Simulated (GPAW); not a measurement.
Crystal: Nb.

```xyz
1
Lattice="-1.6640 1.6640 1.6640 1.6640 -1.6640 1.6640 1.6640 1.6640 -1.6640" Properties=species:S:1:pos:R:3 pbc="T T T"
Nb    0.0000    0.0000    0.0000
```

Base run:

```yaml
Program: GPAW 26.7.0
Functional: r2SCAN
Potentials_or_basis: GPAW PAW data sets (gpaw-data 1.2.1)
Cutoff: 450 eV
Basis: pw
k_mesh: 9 × 9 × 9
Occupations: fermi-dirac, width 0.05 eV
Spin: no spin polarisation
```

Its results: band gap on the k mesh none (metal or under the smearing width); pressure -4.3 GPa.

**Question.** The run is repeated on the same cell with these changes: functional from r2SCAN to PBE. What comes out?

**Answer.** Band gap on the k mesh none (metal or under the smearing width); pressure -3.8 GPa.

Caveats: the cutoff is short for stress and forces, so pressures can be off by a GPa or more; the PAW data sets were made with another functional, which shifts forces and pressure a little (some runs).
